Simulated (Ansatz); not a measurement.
# Zr2N: tests of the settings

The task, for Zr2N: sweep the occupation rule and width.

Program: Ansatz 0.2.0. Level of theory: DFT r2SCAN, scalar-relativistic, plane waves, PAW. These are calculated values, not measurements.

### Step 1. The structure to begin with

The structure is tetragonal, space group P4_2/mnm (No. 136). The conventional cell has a = 5.413 Å, b = 5.413 Å, c = 3.308 Å, α = 90.00°, β = 90.00°, γ = 90.00°. Around Zr (site symmetry m2m) lie 3 N at 2.27 Å. Around N (site symmetry mmm) lie 6 Zr at 2.27 Å.

Coordinates:

```cif
data_structure
_symmetry_space_group_name_H-M 'P4_2/mnm'
_symmetry_Int_Tables_number 136
_cell_length_a 5.4130
_cell_length_b 5.4130
_cell_length_c 3.3078
_cell_angle_alpha 90.000
_cell_angle_beta 90.000
_cell_angle_gamma 90.000
_cell_volume 96.92
loop_
_atom_site_label
_atom_site_type_symbol
_atom_site_symmetry_multiplicity
_atom_site_Wyckoff_symbol
_atom_site_fract_x
_atom_site_fract_y
_atom_site_fract_z
_atom_site_occupancy
Zr1 Zr 4 f 0.29613 0.29613 0.00000 1
N1 N 2 a 0.00000 0.00000 0.00000 1
```

The structure comes from the Materials Project (structure only); it is used as listed.

### Step 2. The base run, which the others are set against

The input, input.yaml:

```yaml
crystal:
  lattice:
    - [5.41300273, 0.0, 0.0]
    - [0.0, 5.41300273, 0.0]
    - [0.0, 0.0, 3.30778919]
  atoms:
    - { symbol: Zr, position: [0.29612546, 0.29612546, 0.0] }
    - { symbol: Zr, position: [0.70387454, 0.70387454, 0.0] }
    - { symbol: Zr, position: [0.79612546, 0.20387454, 0.5] }
    - { symbol: Zr, position: [0.20387454, 0.79612546, 0.5] }
    - { symbol: "N", position: [0.0, 0.0, 0.0] }
    - { symbol: "N", position: [0.5, 0.5, 0.5] }
basis:
  ecutwfc: 500
kpoints:
  mp_grid: { grid: [8, 8, 10] }
hamiltonian:
  xc: r2scan
scf:
  occupations: { method: gaussian, width: 0.1 }
output:
  forces: true
  stress: true
  eigenvalues: true
  populations: true
```

It was run beforehand and gave: -2926.3423 eV/atom at zero smearing, pressure -0.20 GPa, largest force 0.040 eV/Å, no gap on the mesh, in 8 SCF cycles and 19 s.

### Step 3. Occupation rule and width set to Gaussian 0.5 eV

The input, input.yaml:

```yaml
crystal:
  lattice:
    - [5.41300273, 0.0, 0.0]
    - [0.0, 5.41300273, 0.0]
    - [0.0, 0.0, 3.30778919]
  atoms:
    - { symbol: Zr, position: [0.29612546, 0.29612546, 0.0] }
    - { symbol: Zr, position: [0.70387454, 0.70387454, 0.0] }
    - { symbol: Zr, position: [0.79612546, 0.20387454, 0.5] }
    - { symbol: Zr, position: [0.20387454, 0.79612546, 0.5] }
    - { symbol: "N", position: [0.0, 0.0, 0.0] }
    - { symbol: "N", position: [0.5, 0.5, 0.5] }
basis:
  ecutwfc: 500
kpoints:
  mp_grid: { grid: [8, 8, 10] }
hamiltonian:
  xc: r2scan
scf:
  occupations: { method: gaussian, width: 0.5 }
output:
  forces: true
  stress: true
  eigenvalues: true
```

Run with:

```bash
> ansatz run input.yaml --threads 1 --pin off --max-ram 2560MiB --backend cpu --events-out ev --progress --plain --runs-dir out
```

### Step 4. Occupation rule and width set to Fermi–Dirac 0.02 eV

input.yaml, as its differences from that of step 3:

```diff
@@ -19,3 +19,3 @@
 scf:
-  occupations: { method: gaussian, width: 0.5 }
+  occupations: { method: fermi_dirac, width: 0.02 }
 output:
```

### Step 5. Occupation rule and width set to Fermi–Dirac 0.2 eV

input.yaml, as its differences from that of step 4:

```diff
@@ -19,3 +19,3 @@
 scf:
-  occupations: { method: fermi_dirac, width: 0.02 }
+  occupations: { method: fermi_dirac, width: 0.2 }
 output:
```

### Step 6. Occupation rule and width set to Fermi–Dirac 0.3 eV

input.yaml, as its differences from that of step 5:

```diff
@@ -19,3 +19,3 @@
 scf:
-  occupations: { method: fermi_dirac, width: 0.2 }
+  occupations: { method: fermi_dirac, width: 0.3 }
 output:
```

### Step 7. Occupation rule and width set to Methfessel–Paxton 0.1 eV

input.yaml, as its differences from that of step 6:

```diff
@@ -19,3 +19,3 @@
 scf:
-  occupations: { method: fermi_dirac, width: 0.3 }
+  occupations: { method: methfessel_paxton, width: 0.1 }
 output:
@@ -24 +24,5 @@
   eigenvalues: true
+  write_density: true
+  write_potential: true
+  elf: true
+  volumetric_format: npy
```

### Step 8. Occupation rule and width: Methfessel–Paxton 0.2 eV

input.yaml, as its differences from that of step 7:

```diff
@@ -19,3 +19,3 @@
 scf:
-  occupations: { method: methfessel_paxton, width: 0.1 }
+  occupations: { method: methfessel_paxton, width: 0.2 }
 output:
@@ -24,5 +24 @@
   eigenvalues: true
-  write_density: true
-  write_potential: true
-  elf: true
-  volumetric_format: npy
```

### Step 9. Occupation rule and width: cold 0.01 eV

input.yaml, as its differences from that of step 8:

```diff
@@ -19,3 +19,3 @@
 scf:
-  occupations: { method: methfessel_paxton, width: 0.2 }
+  occupations: { method: cold, width: 0.01 }
 output:
```

### Step 10. Occupation rule and width: cold 0.05 eV

input.yaml, as its differences from that of step 9:

```diff
@@ -19,3 +19,3 @@
 scf:
-  occupations: { method: cold, width: 0.01 }
+  occupations: { method: cold, width: 0.05 }
 output:
```

### Step 11. Occupation rule and width: cold 0.2 eV

input.yaml, as its differences from that of step 10:

```diff
@@ -19,3 +19,3 @@
 scf:
-  occupations: { method: cold, width: 0.05 }
+  occupations: { method: cold, width: 0.2 }
 output:
```

### Step 12. Occupation rule and width: cold 0.3 eV

input.yaml, as its differences from that of step 11:

```diff
@@ -19,3 +19,3 @@
 scf:
-  occupations: { method: cold, width: 0.2 }
+  occupations: { method: cold, width: 0.3 }
 output:
```

### Step 13. Occupation rule and width: cold 0.5 eV

input.yaml, as its differences from that of step 12:

```diff
@@ -19,3 +19,3 @@
 scf:
-  occupations: { method: cold, width: 0.3 }
+  occupations: { method: cold, width: 0.5 }
 output:
```

### Step 14. Occupation rule and width: tetrahedron

input.yaml, as its differences from that of step 13:

```diff
@@ -19,3 +19,3 @@
 scf:
-  occupations: { method: cold, width: 0.5 }
+  occupations: { method: tetrahedron }
 output:
```

(Steps that only read results are left out.)

**Question.** What does this series show? Wanted: largest energy shift, occupation rule and width.

**Answer**, as computed:

```
                                       quantity                             value
largest energy shift, occupation rule and width  6.38 meV/atom at Fermi–Dirac 0.3
```

**Reading.** The free energy moves by up to 70.2 meV/atom (Fermi–Dirac 0.3), the energy extrapolated to zero width by up to 6.38. For the widths that shift F most, the extrapolation takes out most of the shift. In a metal, forces and stress under tetrahedra need not match the slope of their energy.
